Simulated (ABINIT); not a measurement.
# InAs (F-43m) in ABINIT: a series of runs

The runs below take InAs through band structure, equation of state, with PBE, LDA, PBEsol, LDA-PZ.

Program: ABINIT 10.8.3 (patched build). These are calculated values, not measurements. Logs are shortened: lines on timing, memory, paths and dates and some standing lists are left out, and cuts for length are marked. The log counts tension as positive stress, the text compression.

**Measured values to compare with.**

A printed reference work, data compilation reports, for a bulk crystal of InAs at 4.2 K: band gap 0.418 eV (direct).

The results are compared with them further down.

## 1. Starting point

Symmetry: F-43m, No. 216, cubic system. The conventional cell has a = 6.036 Å, b = 6.036 Å, c = 6.036 Å, α = 90.00°, β = 90.00°, γ = 90.00°. In (site symmetry -43m) is surrounded by 4 As at 2.61 Å. Around As (site symmetry -43m) lie 4 In at 2.61 Å.

## 2. Band structure, PBE, spin-orbit coupling, no magnetisation

Input file run.abi:

```
# Datasets: ground state, then fixed potential
ndtset 2

# Pseudopotentials
pp_dirpath "./"
pseudos "In.GGA_PBE-JTH_sp.xml, As.GGA_PBE-JTH_sp.xml"

# Structure
acell 8.0655335175 8.0655335175 8.0655335175
rprim
     0.0000000000     0.7071067812     0.7071067812
     0.7071067812     0.0000000000     0.7071067812
     0.7071067812     0.7071067812     0.0000000000
ntypat 2
znucl 49 33
natom 2
typat 1 2
xred
     0.0000000000     0.0000000000     0.0000000000
     0.7500000000     0.7500000000     0.7500000000

# Plane-wave basis
ecut 15.0
pawecutdg 30.0

# Exchange and correlation
ixc 11

# Bands and occupations
occopt 3
tsmear 0.05 eV

# Spin
nspinor 2
nspden 1
pawspnorb 1

# SCF cycle
nstep 100

# Output
iomode 3
prtwf 0
prteig 0
prtebands 0
prtden1 1

# Dataset 1
kptopt1 4
ngkpt1 8 8 8
nshiftk1 1
shiftk1 0.0 0.0 0.0
nband1 16
tolvrs1 1.0e-9

# Dataset 2: bands along G-X-W-K-G-L-U-W-L-K
iscf2 -2
getden2 1
nband2 24
nbdbuf2 2
tolwfr2 1.0e-12
kptopt2 -9
ndivsm2 5
prteig2 1
kptbounds2
     0.0000000000     0.0000000000     0.0000000000
     0.5000000000     0.0000000000     0.5000000000
     0.5000000000     0.2500000000     0.7500000000
     0.3750000000     0.3750000000     0.7500000000
     0.0000000000     0.0000000000     0.0000000000
     0.5000000000     0.5000000000     0.5000000000
     0.6250000000     0.2500000000     0.6250000000
     0.5000000000     0.2500000000     0.7500000000
     0.5000000000     0.5000000000     0.5000000000
     0.3750000000     0.3750000000     0.7500000000
```

Potentials or basis: JTH PAW PBE v2.0 sp.

On the command line:

```
$ abinit run.abi > log 2>&1
```

run.abo:

```text
.Version 10.8.3 of ABINIT
 DATASET    1 : space group F2 3 (#196); Bravais cF (face-center cubic)
================================================================================
 Values of the parameters that define the memory need for DATASET  1.
     intxc =       0    ionmov =       0      iscf =      17    lmnmax =      13
     lnmax =       5     mgfft =      30  mpssoang =       3    mqgrid =    3001
     natom =       2  nloc_mem =       2    nspden =       1   nspinor =       2
    nsppol =       1      nsym =      12    n1xccc =       1    ntypat =       2
    occopt =       3   xclevel =       2
       mpw =        1056          nfft =       27000          nkpt =          52
 PAW method is used; the additional fine FFT grid is defined by:
   mgfftf=        40    nfftf =     64000
================================================================================
================================================================================

 DATASET    2 : space group F2 3 (#196); Bravais cF (face-center cubic)
================================================================================
 Values of the parameters that define the memory need for DATASET  2.
     intxc =       0    ionmov =       0      iscf =      -2    lmnmax =      13
     lnmax =       5     mgfft =      30  mpssoang =       3    mqgrid =    3001
     natom =       2  nloc_mem =       2    nspden =       1   nspinor =       2
    nsppol =       1      nsym =      12    n1xccc =       1    ntypat =       2
    occopt =       3   xclevel =       2
       mpw =        1056          nfft =       27000          nkpt =          87
 PAW method is used; the additional fine FFT grid is defined by:
   mgfftf=        40    nfftf =     64000
================================================================================
================================================================================

--------------------------------------------------------------------------------
------------- Echo of variables that govern the present computation ------------
--------------------------------------------------------------------------------
 -outvars: echo values of preprocessed input variables --------
            acell      8.0655335175E+00  8.0655335175E+00  8.0655335175E+00 Bohr
              amu      1.14820000E+02  7.49215900E+01
             ecut      1.50000000E+01 Hartree
           getden1          0
           getden2          1
             iscf1         17
             iscf2         -2
                       outvar_i_n : Printing only first  50 k-points.
              ixc          11
           jdtset        1    2
                       outvar_i_n : Printing only first  50 k-points.
           kptopt1          4
           kptopt2         -9
         kptrlatt        8    0    0      0    8    0      0    0    8
          kptrlen1     6.45242681E+01
          kptrlen2     3.00000000E+01
            natom           2
            nband1         16
            nband2         24
           nbdbuf1          0
           nbdbuf2          2
           ndtset           2
           ndivsm1          0
           ndivsm2          5
            ngfft          30      30      30
          ngfftdg          40      40      40
             nkpt1         52
             nkpt2         87
          nspinor           2
            nstep         100
             nsym          12
           ntypat           2
                       prtocc : prtvol=0, do not print more k-points.
           occopt           3
        pawcpxocc           2
        pawecutdg      3.00000000E+01 Hartree
        pawspnorb           1
         pawxcdev           0
        prtebands           0
           prteig1          0
[... 265 lines left out ...]
 Non-SCF case, kpt    1 (  0.00000  0.00000  0.00000), residuals and eigenvalues=
  2.54E-13  6.54E-13  1.77E-13  4.12E-13  2.96E-13  3.78E-13  1.96E-13  5.33E-13
  2.87E-13  4.13E-13  4.80E-13  8.75E-13  2.99E-13  8.45E-13  1.47E-13  8.14E-13
  9.30E-13  9.08E-13  7.10E-13  7.45E-13  2.04E-13  5.62E-13  1.13E-07  1.54E-06
 -4.5761E-01 -4.5761E-01 -2.9761E-02 -2.9761E-02 -2.4185E-02 -2.4185E-02
 -1.6546E-02 -1.6546E-02 -1.6546E-02 -1.6546E-02  1.1343E-01  1.1343E-01
  1.3073E-01  1.3073E-01  1.3073E-01  1.3073E-01  2.5969E-01  2.5969E-01
  3.3067E-01  3.3067E-01  3.3067E-01  3.3067E-01  3.6720E-01  3.6747E-01
 Non-SCF case, kpt    2 (  0.03571  0.00000  0.03571), residuals and eigenvalues=
  2.96E-13  3.90E-13  3.08E-13  3.01E-13  3.58E-13  8.23E-13  3.32E-13  7.44E-13
  6.11E-13  7.87E-13  2.52E-13  4.98E-13  5.80E-13  9.24E-13  3.94E-13  5.73E-13
[... 671 lines left out ...]
  2.45E-13  5.81E-13  2.68E-13  3.02E-13  8.71E-13  1.49E-13  1.62E-13  7.16E-13
  9.30E-13  2.86E-13  6.39E-13  3.13E-13  9.85E-13  9.15E-13  8.48E-10  9.31E-10
 -3.9443E-01 -3.9366E-01 -2.2966E-01 -2.2777E-01 -1.4342E-01 -1.4338E-01
 -8.9517E-02 -8.9416E-02  6.0705E-02  6.0794E-02  1.5035E-01  1.5322E-01
  2.3207E-01  2.3899E-01  2.4469E-01  2.4564E-01  2.6657E-01  2.7118E-01
  3.3887E-01  3.4123E-01  4.5280E-01  4.5551E-01  4.8157E-01  4.8237E-01
 Non-SCF case, kpt   87 (  0.37500  0.37500  0.75000), residuals and eigenvalues=
  7.23E-13  5.70E-13  6.81E-13  8.76E-13  3.22E-13  1.96E-13  2.03E-13  6.18E-13
  1.40E-13  2.56E-13  2.49E-13  9.02E-14  7.80E-13  7.80E-14  6.47E-13  1.26E-13
  4.33E-13  3.00E-13  1.67E-13  3.57E-13  5.92E-13  6.45E-13  5.16E-08  2.61E-08
 -3.9308E-01 -3.9232E-01 -2.3105E-01 -2.2922E-01 -1.4245E-01 -1.4234E-01
 -9.2891E-02 -9.2807E-02  5.7591E-02  5.7659E-02  1.3821E-01  1.4006E-01
  2.4712E-01  2.5300E-01  2.5609E-01  2.5856E-01  2.6459E-01  2.7067E-01
  3.4552E-01  3.4799E-01  4.5668E-01  4.6204E-01  4.9657E-01  5.0071E-01

--- !ResultsGS
iteration_state: {dtset: 2, }
comment   : Summary of ground state results
lattice_vectors:
- [  0.0000000,   5.7031934,   5.7031934, ]
- [  5.7031934,   0.0000000,   5.7031934, ]
- [  5.7031934,   5.7031934,   0.0000000, ]
lattice_lengths: [   8.06553,    8.06553,    8.06553, ]
lattice_angles: [ 60.000,  60.000,  60.000, ] # degrees, (23, 13, 12)
lattice_volume:   3.7100888E+02
convergence: {deltae:  0.000E+00, res2:  0.000E+00, residm:  9.994E-13, diffor:  0.000E+00, }
etotal    :  -8.51125055E+00
entropy   :   0.00000000E+00
fermie    :  -1.60045228E-02
cartesian_stress_tensor: null
pressure_GPa: null
xred      :
- [  0.0000E+00,   0.0000E+00,   0.0000E+00, In]
- [  7.5000E-01,   7.5000E-01,   7.5000E-01, As]
cartesian_forces: null
force_length_stats: {min: null, max: null, mean: null, }
...

 Integrated electronic density in atomic spheres:
 ------------------------------------------------
 Atom  Sphere_radius  Integrated_density
    1        2.90115          2.33249129
    2        2.10392          2.71720224

================================================================================

 ----iterations are completed or convergence reached----

 Mean square residual over all n,k,spin=   47.401E-14; max=  99.943E-14
 reduced coordinates (array xred) for    2 atoms
       0.000000000000      0.000000000000      0.000000000000
       0.750000000000      0.750000000000      0.750000000000

 cartesian coordinates (angstrom) at end:
    1      0.00000000000000     0.00000000000000     0.00000000000000
    2      4.52699999700786     4.52699999700786     4.52699999700786
 length scales=  8.065533517500  8.065533517500  8.065533517500 bohr
              =  4.268096528340  4.268096528340  4.268096528340 angstroms
 Eigenvalues (hartree) for nkpt=  87  k points:
 kpt#   1, nband= 24, wtk=  1.00000, kpt=  0.0000  0.0000  0.0000 (reduced coord)
  -0.45761   -0.45761   -0.02976   -0.02976   -0.02419   -0.02419   -0.01655   -0.01655
  -0.01655   -0.01655    0.11343    0.11343    0.13073    0.13073    0.13073    0.13073
   0.25969    0.25969    0.33067    0.33067    0.33067    0.33067    0.36720    0.36747
 kpt#   2, nband= 24, wtk=  1.00000, kpt=  0.0357  0.0000  0.0357 (reduced coord)
  -0.45705   -0.45705   -0.04385   -0.04385   -0.02700   -0.02700   -0.01870   -0.01870
  -0.00146   -0.00146    0.11421    0.11421    0.13008    0.13008    0.13328    0.13328
   0.26393    0.26393    0.31790    0.31790    0.33136    0.33136    0.36883    0.36897
 kpt#   3, nband= 24, wtk=  1.00000, kpt=  0.0714  0.0000  0.0714 (reduced coord)
  -0.45536   -0.45536   -0.06333   -0.06333   -0.03210   -0.03210   -0.02461   -0.02461
   0.01798    0.01798    0.11195    0.11195    0.13313    0.13313    0.14053    0.14053
   0.27517    0.27517    0.29604    0.29604    0.33310    0.33310    0.37303    0.37341
 kpt#   4, nband= 24, wtk=  1.00000, kpt=  0.1071  0.0000  0.1071 (reduced coord)
  -0.45258   -0.45258   -0.08292   -0.08292   -0.03948   -0.03948   -0.03305   -0.03305
   0.03697    0.03697    0.10390    0.10390    0.14335    0.14335    0.15159    0.15159
   0.27087    0.27087    0.29519    0.29519    0.33600    0.33600    0.37981    0.38014
 kpt#   5, nband= 24, wtk=  1.00000, kpt=  0.1429  0.0000  0.1429 (reduced coord)
[... 317 lines left out ...]
   0.06720    0.06749    0.15463    0.15788    0.21053    0.21297    0.21980    0.22286
   0.28426    0.28996    0.34030    0.34251    0.40225    0.40335    0.45816    0.46172
 kpt#  85, nband= 24, wtk=  1.00000, kpt=  0.4028  0.4028  0.6944 (reduced coord)
  -0.39671   -0.39597   -0.22835   -0.22652   -0.14051   -0.14045   -0.08529   -0.08518
   0.06421    0.06443    0.15743    0.16136    0.21701    0.22455    0.23018    0.23098
   0.27465    0.27965    0.33765    0.33992    0.43052    0.43094    0.46904    0.47189
 kpt#  86, nband= 24, wtk=  1.00000, kpt=  0.3889  0.3889  0.7222 (reduced coord)
  -0.39443   -0.39366   -0.22966   -0.22777   -0.14342   -0.14338   -0.08952   -0.08942
   0.06070    0.06079    0.15035    0.15322    0.23207    0.23899    0.24469    0.24564
   0.26657    0.27118    0.33887    0.34123    0.45280    0.45551    0.48157    0.48237
 kpt#  87, nband= 24, wtk=  1.00000, kpt=  0.3750  0.3750  0.7500 (reduced coord)
  -0.39308   -0.39232   -0.23105   -0.22922   -0.14245   -0.14234   -0.09289   -0.09281
   0.05759    0.05766    0.13821    0.14006    0.24712    0.25300    0.25609    0.25856
   0.26459    0.27067    0.34552    0.34799    0.45668    0.46204    0.49657    0.50071

== END DATASET(S) ==============================================================
================================================================================

 -outvars: echo values of variables after computation  --------
            acell      8.0655335175E+00  8.0655335175E+00  8.0655335175E+00 Bohr
           etotal1    -8.5112505498E+00
            fcart1    -3.8360512671E-29 -1.4754043335E-29  7.3770216675E-29
                       3.8360512671E-29  1.4754043335E-29 -7.3770216675E-29
            rprim      0.0000000000E+00  7.0710678120E-01  7.0710678120E-01
                       7.0710678120E-01  0.0000000000E+00  7.0710678120E-01
                       7.0710678120E-01  7.0710678120E-01  0.0000000000E+00
           strten1    -1.8770194669E-04 -1.8770194669E-04 -1.8770194669E-04
                       0.0000000000E+00  0.0000000000E+00  0.0000000000E+00
           xangst      0.0000000000E+00  0.0000000000E+00  0.0000000000E+00
                       4.5269999970E+00  4.5269999970E+00  4.5269999970E+00
             xred      0.0000000000E+00  0.0000000000E+00  0.0000000000E+00
                       7.5000000000E-01  7.5000000000E-01  7.5000000000E-01
 Calculation completed.
```

It took 2.1 min on 1 thread of Arm Neoverse V1, shared host; peak memory 0.16 GiB.

Results:

| Quantity | Value |
| --- | --- |
| Free energy | -231.6029 eV |
| Band gap on the k mesh | none (metal or under the smearing width) |

Levels at the corners of the path, in eV from the Fermi level:
```csv
point,band 4,band 5,band 6,band 7,band 8,band 9,band 10,band 11,band 12,band 13
Γ,-0.37,-0.22,-0.22,-0.01,-0.01,-0.01,-0.01,3.52,3.52,3.99
X,-5.98,-2.47,-2.47,-2.46,-2.46,1.42,1.42,1.96,1.96,9.11
W,-5.78,-3.19,-3.08,-3.08,-2.95,4.07,4.21,4.25,4.26,4.82
K,-5.80,-3.44,-3.44,-2.09,-2.09,2.00,2.00,4.20,4.25,7.16
Γ,-0.37,-0.22,-0.22,-0.01,-0.01,-0.01,-0.01,3.52,3.52,3.99
L,-5.90,-1.26,-1.26,-1.00,-1.00,0.88,0.88,4.50,4.50,4.68
U,-5.80,-3.44,-3.44,-2.09,-2.09,2.00,2.00,4.20,4.25,7.16
W,-5.78,-3.19,-3.08,-3.08,-2.95,4.07,4.21,4.25,4.26,4.82
L,-5.90,-1.26,-1.26,-1.00,-1.00,0.88,0.88,4.50,4.50,4.68
K,-5.80,-3.44,-3.44,-2.09,-2.09,2.00,2.00,4.20,4.25,7.16
```

Caveat: the cutoff is too short for stress, so the log's stress isn't used; this set keeps more shells in the core, which shifts pressures and gaps; this crystal is a semiconductor, whose small gap the functional closes, so the metal is an error of the method; the atomic spheres overlap.

## 3. Band structure, LDA

run.abi, as its differences from that of step 2:

```diff
@@ -1,10 +1,7 @@
-# Datasets: ground state, then fixed potential
 ndtset 2
 
-# Pseudopotentials
 pp_dirpath "./"
-pseudos "In.GGA_PBE-JTH_sp.xml, As.GGA_PBE-JTH_sp.xml"
+pseudos "In.LDA_PW-JTH.xml, As.LDA_PW-JTH.xml"
 
-# Structure
-acell 8.0655335175 8.0655335175 8.0655335175
+acell 4.2680965312 4.2680965312 4.2680965312 Angstrom
 rprim
@@ -21,10 +18,7 @@
 
-# Plane-wave basis
-ecut 15.0
-pawecutdg 30.0
+ecut 462.593566 eV
+pawecutdg 34.0
 
-# Exchange and correlation
-ixc 11
+ixc 7
 
-# Bands and occupations
 occopt 3
@@ -32,11 +26,4 @@
 
-# Spin
-nspinor 2
-nspden 1
-pawspnorb 1
-
-# SCF cycle
 nstep 100
 
-# Output
 iomode 3
@@ -45,6 +32,6 @@
 prtebands 0
+enunit 1
 prtden1 1
 
-# Dataset 1
-kptopt1 4
+kptopt1 1
 ngkpt1 8 8 8
@@ -52,9 +39,8 @@
 shiftk1 0.0 0.0 0.0
-nband1 16
+nband1 18
 tolvrs1 1.0e-9
 
-# Dataset 2: bands along G-X-W-K-G-L-U-W-L-K
 iscf2 -2
 getden2 1
-nband2 24
+nband2 22
 nbdbuf2 2
@@ -62,4 +48,5 @@
 kptopt2 -9
-ndivsm2 5
+ndivsm2 6
 prteig2 1
+prtvol2 -3
 kptbounds2
```

Potentials or basis: JTH PAW LDA v2.0.

On the command line:

```
$ abinit run.abi > log 2>&1
```

It took 79 s on 1 thread of Arm Neoverse V1, shared host; peak memory 0.12 GiB.

It converged, with:

| Item | Value |
| --- | --- |
| Free energy | -4689.1523 eV |
| Band gap on the k mesh | none (metal or under the smearing width) |
| Valence electrons inside the program's atomic spheres | In 11.25; As 12.70 |

Levels at the corners of the path, in eV from the Fermi level:
```csv
point,band 12,band 13,band 14,band 15,band 16,band 17
Γ,-0.48,-0.05,-0.05,-0.05,3.78,3.78
X,-6.01,-2.42,-2.42,1.37,1.90,8.97
W,-5.87,-3.06,-2.99,4.08,4.17,4.82
K,-5.87,-3.39,-2.04,1.94,4.13,7.13
Γ,-0.48,-0.05,-0.05,-0.05,3.78,3.78
L,-5.93,-1.06,-1.06,0.74,4.57,4.57
U,-5.87,-3.39,-2.04,1.94,4.13,7.13
W,-5.87,-3.06,-2.99,4.08,4.17,4.82
L,-5.93,-1.06,-1.06,0.74,4.57,4.57
K,-5.87,-3.39,-2.04,1.94,4.13,7.13
```

Caveat: the cutoff is too short for stress, so the log's stress isn't used; spin-orbit coupling is left out, which moves the levels of the heavy elements; this crystal is a semiconductor, whose small gap the functional closes, so the metal is an error of the method.

(Continued in part 2 of 2.)
